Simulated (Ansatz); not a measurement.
# Residual resistivity of an alloy: Ru(0001) with 2 layers of random Ru-W, 2x2

Wanted: resistance against the alloy's length, first Ru(0001) with 2 layers of random Ru-W, 2x2.

Program: Ansatz 0.2.0. Level of theory: Ansatz plane-wave DFT, PBE, PAW files; ballistic transport by layer matching (Landauer), zero bias; PAW set soft_1. Results are calculated unless marked as measured.

## Step 1: The starting structure

The cell holds 48 atoms: 44 Ru and 4 W. Its edges and angles: a = 5.412 Å, b = 5.412 Å, c = 25.691 Å, α = 90.0°, β = 90.0°, γ = 120.0°. It derives from Ru. Regions: lead, 40 atoms (40 Ru); scattering region, 8 atoms (4 W and 4 Ru). The structure is stacked along c, and the current runs across the ab planes.

## Step 2: With 2 alloy layers

In 2 layers a share of 0.5 of the sites is given to W at random. The layers about the cell's end stay perfect and serve as the lead. Disorder leaves little or no symmetry, which makes such runs dear. Energies from -0.05 to 0.05 eV in steps of 0.05 eV are too few for the program's thermal sum, so it prints no conductance; for a metal the transmission near the Fermi level serves, at a fraction of the cost.

input.yaml reads:

```yaml
crystal:
  lattice:
    - [5.4116, 0.0, 0.0]
    - [-2.7058, 4.6865830751, 0.0]
    - [0.0, 0.0, 25.6914]
  atoms:
    - { symbol: Ru, position: [0.1666666667, 0.3333333333, 0.0416666667] }
    - { symbol: Ru, position: [0.1666666667, 0.8333333333, 0.0416666667] }
    - { symbol: Ru, position: [0.6666666667, 0.3333333333, 0.0416666667] }
    - { symbol: Ru, position: [0.6666666667, 0.8333333333, 0.0416666667] }
    - { symbol: Ru, position: [0.3333333333, 0.1666666667, 0.125] }
    - { symbol: Ru, position: [0.3333333333, 0.6666666667, 0.125] }
    - { symbol: Ru, position: [0.8333333333, 0.1666666667, 0.125] }
    - { symbol: Ru, position: [0.8333333333, 0.6666666667, 0.125] }
    - { symbol: Ru, position: [0.1666666667, 0.3333333333, 0.2083333333] }
    - { symbol: Ru, position: [0.1666666667, 0.8333333333, 0.2083333333] }
    - { symbol: Ru, position: [0.6666666667, 0.3333333333, 0.2083333333] }
    - { symbol: Ru, position: [0.6666666667, 0.8333333333, 0.2083333333] }
    - { symbol: Ru, position: [0.3333333333, 0.1666666667, 0.2916666667] }
    - { symbol: Ru, position: [0.3333333333, 0.6666666667, 0.2916666667] }
    - { symbol: Ru, position: [0.8333333333, 0.1666666667, 0.2916666667] }
    - { symbol: Ru, position: [0.8333333333, 0.6666666667, 0.2916666667] }
    - { symbol: Ru, position: [0.1666666667, 0.3333333333, 0.375] }
    - { symbol: Ru, position: [0.1666666667, 0.8333333333, 0.375] }
    - { symbol: Ru, position: [0.6666666667, 0.3333333333, 0.375] }
    - { symbol: Ru, position: [0.6666666667, 0.8333333333, 0.375] }
    - { symbol: W, position: [0.3333333333, 0.1666666667, 0.4583333333] }
    - { symbol: Ru, position: [0.3333333333, 0.6666666667, 0.4583333333] }
    - { symbol: Ru, position: [0.8333333333, 0.1666666667, 0.4583333333] }
    - { symbol: W, position: [0.8333333333, 0.6666666667, 0.4583333333] }
    - { symbol: Ru, position: [0.1666666667, 0.3333333333, 0.5416666667] }
    - { symbol: Ru, position: [0.1666666667, 0.8333333333, 0.5416666667] }
    - { symbol: W, position: [0.6666666667, 0.3333333333, 0.5416666667] }
    - { symbol: W, position: [0.6666666667, 0.8333333333, 0.5416666667] }
    - { symbol: Ru, position: [0.3333333333, 0.1666666667, 0.625] }
    - { symbol: Ru, position: [0.3333333333, 0.6666666667, 0.625] }
    - { symbol: Ru, position: [0.8333333333, 0.1666666667, 0.625] }
    - { symbol: Ru, position: [0.8333333333, 0.6666666667, 0.625] }
    - { symbol: Ru, position: [0.1666666667, 0.3333333333, 0.7083333333] }
    - { symbol: Ru, position: [0.1666666667, 0.8333333333, 0.7083333333] }
    - { symbol: Ru, position: [0.6666666667, 0.3333333333, 0.7083333333] }
    - { symbol: Ru, position: [0.6666666667, 0.8333333333, 0.7083333333] }
    - { symbol: Ru, position: [0.3333333333, 0.1666666667, 0.7916666667] }
    - { symbol: Ru, position: [0.3333333333, 0.6666666667, 0.7916666667] }
    - { symbol: Ru, position: [0.8333333333, 0.1666666667, 0.7916666667] }
    - { symbol: Ru, position: [0.8333333333, 0.6666666667, 0.7916666667] }
    - { symbol: Ru, position: [0.1666666667, 0.3333333333, 0.875] }
    - { symbol: Ru, position: [0.1666666667, 0.8333333333, 0.875] }
    - { symbol: Ru, position: [0.6666666667, 0.3333333333, 0.875] }
    - { symbol: Ru, position: [0.6666666667, 0.8333333333, 0.875] }
    - { symbol: Ru, position: [0.3333333333, 0.1666666667, 0.9583333333] }
    - { symbol: Ru, position: [0.3333333333, 0.6666666667, 0.9583333333] }
    - { symbol: Ru, position: [0.8333333333, 0.1666666667, 0.9583333333] }
    - { symbol: Ru, position: [0.8333333333, 0.6666666667, 0.9583333333] }
kpoints:
  mp_grid: { grid: [5, 5, 1] }
hamiltonian:
  xc: pbe
  pseudopotentials: { kind: paw, azcp: { folder: soft_1 } }
scf:
  occupations: { method: fermi_dirac, width: 0.1 }
output:
  transmission:
    leads: [[0, 8]]
    kmesh: [10, 10]
    e_range: [-0.05, 0.05]
    de: 0.05
  write_potential: true
  write_density: true
  volumetric_format: npy
```

Launch:

```sh
$ ansatz run input.yaml --threads 4 --pin off --max-ram 15360MiB --backend cpu --events-out ev --progress --plain --runs-dir out
```

Numbers of over 12 decimals in the logs are rounded to 6 here.

What it wrote:

```text
Engine: ansatz 0.2.0, aarch64-unknown-linux-gnu
Pseudopotentials: kind: paw
Pseudopotential: Ru, paw, valence charge 16, recommended cutoff 420 eV (normal), soft_1/Ru.paw.azcp
Pseudopotential: W, paw, valence charge 14, recommended cutoff 420 eV (normal), soft_1/W.paw.azcp
Functional definition: PBE
  parameter kappa = 0.804
  parameter beta = 0.066725
  exchange = pbe_x(kappa = kappa, mu = beta*pi^2/3)
  correlation = pbe_c(beta = beta)
Crystal: 48 atoms, lattice volume = 651.583 Å³
Basis set: ecut = 420 eV, 12691 PW (Γ)
Bands: 456, of which v1, the nominal top of the filled ones, is band 380 counted from 1 (379 counted from 0)
Symmetry: 2 space group operations
Space group: C2 (ITA 5), of the structure as read, at distance tolerance 8.7e-5 Å
k-points: 9 of 25 (time reversal used)
Non-local potential: Ru, projectors of the file, l = 0: 3, l = 1: 2, l = 2: 2, l = 3: 1
Non-local potential: W, projectors of the file, l = 0: 3, l = 1: 2, l = 2: 2, l = 3: 1
PAW form: soft (Blöchl's): semilocal exchange-correlation on the pseudo side does not see the compensation charge
PAW one-centre angular grid: Ru, 590 points (default); XC on 64 Gauss nodes
PAW one-centre angular grid: W, 590 points (default); XC on 64 Gauss nodes
Initial density: superposition of atomic densities (chi_scale 0.1, normalization cell, long waves of neutral atoms (reshape's long-wave potential 2.59 eV rms, cloud 3.08 Å wide))
Initial wavefunctions: pseudopotential atomic-orbital guess
Functional: x = pbe(κ = 0.804, μ = 0.219515), c = pbe(β = 0.066725)
SCF iter   1: F=—  HF=-300236.760608 eV  |F-HF|=—  |Δ(HF+E_count)|=         —  Δρ=1.24e-1  dr2=3.04e2  ethr=3.10e-3  ⟨swp⟩=5.0  Hψ=14920  notcnv=0
preconditioner: auto → Kerker (q_TF=auto, 2.799 Å⁻¹)  [metal: Δε(μ)=0.014 eV  Ē_g=5.295 eV  σ=0.100 eV  W_gap=0.04  n_scr=268 (ndim 8)  ℏωp=28.2 eV  f_vac=0.000  D(μ)=37.84/eV (n_scr^D=380)]
SCF iter   2: F=—  HF=-300213.213314 eV  |F-HF|=—  |Δ(HF+E_count)|=    2.35e1  Δρ=5.97e-2  dr2=8.74e1  ethr=3.10e-3  ⟨swp⟩=2.0  Hψ=7717  notcnv=0  defer=54
SCF iter   3: F=—  HF=-300206.983626 eV  |F-HF|=—  |Δ(HF+E_count)|=    6.23e0  Δρ=8.84e-3  dr2=3.84e-1  ethr=3.10e-3  ⟨swp⟩=2.4  Hψ=6855  notcnv=0  defer=56
SCF iter   4: F=—  HF=-300207.014690 eV  |F-HF|=—  |Δ(HF+E_count)|=   3.11e-2  Δρ=2.30e-3  dr2=3.67e-1  ethr=5.05e-5  ⟨swp⟩=2.8  Hψ=7236  notcnv=0  defer=60
SCF iter   5: F=—  HF=-300207.012456 eV  |F-HF|=—  |Δ(HF+E_count)|=   2.23e-3  Δρ=4.45e-4  dr2=4.70e-2  ethr=4.83e-5  ⟨swp⟩=1.0  Hψ=4038  notcnv=0  defer=60
SCF iter   6: F=—  HF=-300207.012308 eV  |F-HF|=—  |Δ(HF+E_count)|=   1.48e-4  Δρ=1.56e-4  dr2=6.58e-3  ethr=6.19e-6  ⟨swp⟩=1.0  Hψ=4038  notcnv=0  defer=60
SCF iter   7: F=—  HF=-300207.012255 eV  |F-HF|=—  |Δ(HF+E_count)|=   5.36e-5  Δρ=2.94e-5  dr2=1.43e-4  ethr=8.65e-7  ⟨swp⟩=1.0  Hψ=4038  notcnv=0  defer=60
SCF iter   8: F=—  HF=-300207.012254 eV  |F-HF|=—  |Δ(HF+E_count)|=   9.09e-7  Δρ=9.50e-6  dr2=1.79e-5  ethr=1.88e-8  ⟨swp⟩=1.0  Hψ=4038  notcnv=0  defer=60
SCF iter   9: F=—  HF=-300207.013603 eV  |F-HF|=—  |Δ(HF+E_count)|=   1.35e-3  Δρ=2.59e-6  dr2=7.22e-7  ethr=2.36e-9  ⟨swp⟩=1.0  Hψ=4048  notcnv=0  defer=60
SCF iter  10: F=-300207.013603 eV  HF=-300207.013603 eV  |F-HF|=2.27e-9  |Δ(HF+E_count)|=   1.03e-8  Δρ=3.80e-7  dr2=2.53e-9  ethr=1.32e-11  ⟨swp⟩=7.3  Hψ=8624  notcnv=0
SCF 1 converged in 10 iterations: F = -300207.013603 eV  dr2 = 2.53e-9
  greatest PAW one-centre occupation: 1.000 electrons in one spin orbital (limit 2), on the Ru atom at site 25 (counted from 0), in its partial waves of l = 0
transmission: 251 of 2496 steps passed
transmission: 500 of 2496 steps passed
[...]
transmission: 2496 of 2496 steps passed
SCF converged after 10 iterations
Free energy (F): -300207.013603 eV
Harris-Foulkes:  -300207.013603 eV  (|F-HF|=2.27e-9)
Internal energy: -300205.434209 eV  (E = F + TS)
E sigma→0 (E₀):  -300206.223906 eV
Entropy (-TS):   -1.579394 eV (-32.904 meV/atom)
Fermi energy:    23.565122 eV
--- Per-component energies (eV) ---
  E_band       = -2547.662279
  E_kinetic    = 21984.690979
  E_local      = -58427.664338  (includes V_loc(G=0)·N_el)
  E_nonlocal   = 18053.045978
  E_hartree    = 19747.362025
  E_xc         = -8569.990230
  E_vxc        = -10410.437811  (∫ρ·V_xc dr)
  E_paw        = -188382.204927  (= ΣΔE_a)
  E_vpaw       = -13242.050243  (= ΣTr[D̂ρ^β])
  E_aug_tail   = 0.028117  (compensation charges beyond the density's cutoff)
  E_ewald      = -104610.701813
  E_smearing   = -1.579394  (= −TS)
  E_closure    = -0.000000  (closes the sum)
  Σ components = -300207.013603   (vs F -300207.013603, Δ=0.00e0)
--- Band table (eV; the first three rows and the last of 9) ---
  k-point 0: bands = [... 376 lower, 24.2198, 24.2305, 24.2639, 24.3061, 24.3665, 24.3711, 24.6578, 24.6657, ... 72 higher]
  k-point 1: bands = [... 376 lower, 23.7150, 23.7875, 23.7894, 23.8980, 23.9116, 23.9568, 23.9994, 24.2122, ... 72 higher]
  k-point 2: bands = [... 376 lower, 23.2703, 23.3190, 23.3432, 23.3546, 23.3700, 23.4306, 23.4457, 23.5098, ... 72 higher]
  k-point 8: bands = [... 376 lower, 23.3681, 23.3889, 23.4112, 23.4873, 23.5542, 23.5673, 23.5945, 23.6404, ... 72 higher]
--- Transmission ---
  basis      : 223 plane waves across, 48 finite elements along
  points     : 52, standing for a mesh of 10 x 10
  energies   : 3 from -0.050000 to 0.050000 eV about the Fermi level, 0.050000 eV apart; the leads are filled to 0.000000 eV, and channels, transmission and decay are at 0.000000 eV
  crystal 0  : Ru8, at the sites [0, 8], period 4.2819 Å, over 21.41 Å; its Hamiltonian steps by up to 26.8 meV: too much for a lead, lay more layers or, if its atoms are ordered, name the step of that order
    offset         : up to 0.0000 Å between an atom of the period and one for which it stands
    channels       : 5.280000e0 a spin
    conductance    : none, the energies end too early or step too widely for 300 K: set another output.transmission.e_range or a lower de, or, where they end at an eighth of basis.ecutwfc, a higher one
  junction   : crystal 0 to crystal 0, 0.70 to 22.11 Å
    transmission   : 3.476681e0 a spin
    conductance    : none, the energies end too early or step too widely for 300 K: set another output.transmission.e_range or a lower de, or, where they end at an eighth of basis.ecutwfc, a higher one
```

Run time: 10 min. Hardware: 4 threads of Arm Neoverse V1, shared host; peak memory 5.9 GiB.

Numbers from this step:

| Property | Result |
| --- | --- |
| free energy | -300207.0136 eV |
| energy at zero smearing | -300206.2239 eV |
| Fermi energy | 23.57 eV |
| cell area | 25.36 Å² |
| transmission per spin nearest the Fermi level | 3.477 |
| open channels per spin nearest the Fermi level | 5.28 |
| step of the lead's potential | 26.8 meV |

Per spin. Table of transmission, zone mean by energy, zero at the Fermi level:

| energy (eV) | transmission, zone mean |
| --- | --- |
| -0.0500 | 3.43 |
| 0.0000 | 3.48 |
| 0.0500 | 3.59 |

Per spin. The open channels, zone mean, lead by energy, zero at the Fermi level:

| energy (eV) | open channels, zone mean, lead |
| --- | --- |
| -0.0500 | 5.12 |
| 0.0000 | 5.28 |
| 0.0500 | 5.88 |

Open channels over k1 and k2. At 0.0000 eV from the Fermi level.

Values, 10 rows by 10 columns:
```
 4.0  6.0  5.0  5.0  5.0  6.0  4.0  3.0  2.0  3.0
 3.0  5.0  5.0  5.0  5.0  5.0  5.0  3.0  2.0  2.0
 3.0  5.0  5.0  7.0  9.0  7.0  5.0  5.0  3.0  3.0
 4.0  5.0  5.0  9.0 12.0 12.0  9.0  5.0  5.0  4.0
 6.0  6.0  5.0  7.0 12.0 12.0 12.0  7.0  5.0  6.0
 4.0  4.0  5.0  5.0  9.0 12.0 12.0  9.0  5.0  5.0
 3.0  3.0  3.0  5.0  5.0  7.0  9.0  7.0  5.0  5.0
 3.0  2.0  2.0  3.0  5.0  5.0  5.0  5.0  5.0  5.0
 4.0  3.0  2.0  3.0  4.0  6.0  5.0  5.0  5.0  6.0
 6.0  4.0  3.0  3.0  4.0  6.0  4.0  3.0  3.0  4.0
```
Columns: k1 (b1) from -0.5 to 0.4; rows upwards: k2 (b2) from -0.5 to 0.4.

Over the solved energies the transmission per spin lies between 3.43 and 3.59, out of 5.43 channels of the lead on average (up to 5.88). The log calls the step of a lead's potential too much.

## Step 3: With 6 alloy layers

In 6 layers a share of 0.5 of the sites is given to W at random. A fresh draw is used; the growth of the resistance with length is what counts.

System of this step: Ru(0001) with 6 layers of random Ru-W, 2x2. The cell holds 64 atoms: 52 Ru and 12 W. Cell: a = 5.412 Å, b = 5.412 Å, c = 34.255 Å, α = 90.0°, β = 90.0°, γ = 120.0°. It derives from Ru. Regions: lead, 40 atoms (40 Ru); scattering region, 24 atoms (12 Ru and 12 W). The structure is stacked along c, and the current runs across the ab planes.

input.yaml reads:

```yaml
crystal:
  lattice:
    - [5.4116, 0.0, 0.0]
    - [-2.7058, 4.6865830751, 0.0]
    - [0.0, 0.0, 34.2552]
  atoms:
    - { symbol: Ru, position: [0.1666666667, 0.3333333333, 0.03125] }
    - { symbol: Ru, position: [0.1666666667, 0.8333333333, 0.03125] }
    - { symbol: Ru, position: [0.6666666667, 0.3333333333, 0.03125] }
    - { symbol: Ru, position: [0.6666666667, 0.8333333333, 0.03125] }
    - { symbol: Ru, position: [0.3333333333, 0.1666666667, 0.09375] }
    - { symbol: Ru, position: [0.3333333333, 0.6666666667, 0.09375] }
    - { symbol: Ru, position: [0.8333333333, 0.1666666667, 0.09375] }
    - { symbol: Ru, position: [0.8333333333, 0.6666666667, 0.09375] }
    - { symbol: Ru, position: [0.1666666667, 0.3333333333, 0.15625] }
    - { symbol: Ru, position: [0.1666666667, 0.8333333333, 0.15625] }
    - { symbol: Ru, position: [0.6666666667, 0.3333333333, 0.15625] }
    - { symbol: Ru, position: [0.6666666667, 0.8333333333, 0.15625] }
    - { symbol: Ru, position: [0.3333333333, 0.1666666667, 0.21875] }
    - { symbol: Ru, position: [0.3333333333, 0.6666666667, 0.21875] }
    - { symbol: Ru, position: [0.8333333333, 0.1666666667, 0.21875] }
    - { symbol: Ru, position: [0.8333333333, 0.6666666667, 0.21875] }
    - { symbol: Ru, position: [0.1666666667, 0.3333333333, 0.28125] }
    - { symbol: Ru, position: [0.1666666667, 0.8333333333, 0.28125] }
    - { symbol: Ru, position: [0.6666666667, 0.3333333333, 0.28125] }
    - { symbol: Ru, position: [0.6666666667, 0.8333333333, 0.28125] }
    - { symbol: Ru, position: [0.3333333333, 0.1666666667, 0.34375] }
    - { symbol: Ru, position: [0.3333333333, 0.6666666667, 0.34375] }
    - { symbol: W, position: [0.8333333333, 0.1666666667, 0.34375] }
    - { symbol: Ru, position: [0.8333333333, 0.6666666667, 0.34375] }
    - { symbol: W, position: [0.1666666667, 0.3333333333, 0.40625] }
    - { symbol: Ru, position: [0.1666666667, 0.8333333333, 0.40625] }
    - { symbol: W, position: [0.6666666667, 0.3333333333, 0.40625] }
    - { symbol: Ru, position: [0.6666666667, 0.8333333333, 0.40625] }
    - { symbol: W, position: [0.3333333333, 0.1666666667, 0.46875] }
    - { symbol: W, position: [0.3333333333, 0.6666666667, 0.46875] }
    - { symbol: Ru, position: [0.8333333333, 0.1666666667, 0.46875] }
    - { symbol: W, position: [0.8333333333, 0.6666666667, 0.46875] }
    - { symbol: W, position: [0.1666666667, 0.3333333333, 0.53125] }
    - { symbol: Ru, position: [0.1666666667, 0.8333333333, 0.53125] }
    - { symbol: Ru, position: [0.6666666667, 0.3333333333, 0.53125] }
    - { symbol: W, position: [0.6666666667, 0.8333333333, 0.53125] }
    - { symbol: W, position: [0.3333333333, 0.1666666667, 0.59375] }
    - { symbol: Ru, position: [0.3333333333, 0.6666666667, 0.59375] }
    - { symbol: W, position: [0.8333333333, 0.1666666667, 0.59375] }
    - { symbol: Ru, position: [0.8333333333, 0.6666666667, 0.59375] }
    - { symbol: W, position: [0.1666666667, 0.3333333333, 0.65625] }
    - { symbol: W, position: [0.1666666667, 0.8333333333, 0.65625] }
    - { symbol: Ru, position: [0.6666666667, 0.3333333333, 0.65625] }
    - { symbol: Ru, position: [0.6666666667, 0.8333333333, 0.65625] }
    - { symbol: Ru, position: [0.3333333333, 0.1666666667, 0.71875] }
    - { symbol: Ru, position: [0.3333333333, 0.6666666667, 0.71875] }
    - { symbol: Ru, position: [0.8333333333, 0.1666666667, 0.71875] }
    - { symbol: Ru, position: [0.8333333333, 0.6666666667, 0.71875] }
    - { symbol: Ru, position: [0.1666666667, 0.3333333333, 0.78125] }
    - { symbol: Ru, position: [0.1666666667, 0.8333333333, 0.78125] }
    - { symbol: Ru, position: [0.6666666667, 0.3333333333, 0.78125] }
    - { symbol: Ru, position: [0.6666666667, 0.8333333333, 0.78125] }
    - { symbol: Ru, position: [0.3333333333, 0.1666666667, 0.84375] }
    - { symbol: Ru, position: [0.3333333333, 0.6666666667, 0.84375] }
    - { symbol: Ru, position: [0.8333333333, 0.1666666667, 0.84375] }
    - { symbol: Ru, position: [0.8333333333, 0.6666666667, 0.84375] }
    - { symbol: Ru, position: [0.1666666667, 0.3333333333, 0.90625] }
    - { symbol: Ru, position: [0.1666666667, 0.8333333333, 0.90625] }
    - { symbol: Ru, position: [0.6666666667, 0.3333333333, 0.90625] }
    - { symbol: Ru, position: [0.6666666667, 0.8333333333, 0.90625] }
    - { symbol: Ru, position: [0.3333333333, 0.1666666667, 0.96875] }
    - { symbol: Ru, position: [0.3333333333, 0.6666666667, 0.96875] }
    - { symbol: Ru, position: [0.8333333333, 0.1666666667, 0.96875] }
    - { symbol: Ru, position: [0.8333333333, 0.6666666667, 0.96875] }
kpoints:
  mp_grid: { grid: [5, 5, 1] }
hamiltonian:
  xc: pbe
  pseudopotentials: { kind: paw, azcp: { folder: soft_1 } }
scf:
  occupations: { method: fermi_dirac, width: 0.1 }
output:
  transmission:
    leads: [[0, 8]]
    kmesh: [10, 10]
    e_range: [-0.05, 0.05]
    de: 0.05
  write_potential: true
  write_density: true
  volumetric_format: npy
```

What it wrote:

```text
[...]
Crystal: 64 atoms, lattice volume = 868.777 Å³
Basis set: ecut = 420 eV, 16909 PW (Γ)
Bands: 600, of which v1, the nominal top of the filled ones, is band 500 counted from 1 (499 counted from 0)
Symmetry: 1 space group operations
[...]
k-points: 13 of 25 (time reversal used)
[...]
SCF iter   1: F=—  HF=-430362.968780 eV  |F-HF|=—  |Δ(HF+E_count)|=         —  Δρ=1.31e-1  dr2=2.28e3  ethr=3.10e-3  ⟨swp⟩=5.0  Hψ=28119  notcnv=0
[...]
SCF iter  10: F=-430319.984026 eV  HF=-430319.984026 eV  |F-HF|=1.59e-8  |Δ(HF+E_count)|=   1.11e-9  Δρ=4.89e-7  dr2=1.65e-8  ethr=1.00e-11  ⟨swp⟩=8.1  Hψ=16947  notcnv=0
SCF 1 converged in 10 iterations: F = -430319.984026 eV  dr2 = 1.65e-8
[...]
transmission: 329 of 3276 steps passed
transmission: 656 of 3276 steps passed
[...]
transmission: 3276 of 3276 steps passed
SCF converged after 10 iterations
Free energy (F): -430319.984026 eV
[...]
Internal energy: -430318.079270 eV  (E = F + TS)
E sigma→0 (E₀):  -430319.031648 eV
Entropy (-TS):   -1.904757 eV (-29.762 meV/atom)
Fermi energy:    23.854430 eV
[...]
--- Band table (eV; the first three rows and the last of 13) ---
  k-point 0: bands = [... 496 lower, 24.6956, 24.7140, 24.7322, 24.7546, 24.7699, 24.8150, 24.8270, 24.8543, ... 96 higher]
  k-point 1: bands = [... 496 lower, 24.0661, 24.1144, 24.1291, 24.2199, 24.2496, 24.2694, 24.2957, 24.3860, ... 96 higher]
  k-point 2: bands = [... 496 lower, 23.5237, 23.5483, 23.5913, 23.6251, 23.6460, 23.6794, 23.7086, 23.7607, ... 96 higher]
  k-point 12: bands = [... 496 lower, 23.6286, 23.6713, 23.7317, 23.7614, 23.7839, 23.7966, 23.8613, 23.9025, ... 96 higher]
--- Transmission ---
  basis      : 223 plane waves across, 63 finite elements along
  points     : 52, standing for a mesh of 10 x 10
[...]
channels       : 5.280000e0 a spin
[...]
junction   : crystal 0 to crystal 0, 0.70 to 30.67 Å
    transmission   : 2.335836e0 a spin
[...]
```

Run time: 19 min. Hardware: 4 threads; peak memory 10 GiB.

Numbers from this step:

| Quantity | Value |
| --- | --- |
| free energy | -430319.9840 eV |
| energy at zero smearing | -430319.0316 eV |
| Fermi energy | 23.85 eV |
| transmission per spin nearest the Fermi level | 2.336 |
| step of the lead's potential | 21.3 meV |

Per spin. The transmission, zone mean by energy, zero at the Fermi level:

| energy (eV) | transmission, zone mean |
| --- | --- |
| -0.0500 | 2.28 |
| 0.0000 | 2.34 |
| 0.0500 | 2.42 |

Over the solved energies the transmission per spin lies between 2.28 and 2.42, out of 5.43 channels of the lead on average (up to 5.91).

(Part 1 of 2 ends here.)

[Logs are printed without paths, hosts, clocks, repeated set-up lines and the standing remarks that a program may print on its own settings, such as how far it seeks lower states.]

[Hosts, paths, dates, database ids (printed as entryN), source tags and the programs' standing remarks are cut or masked in the printed files.]
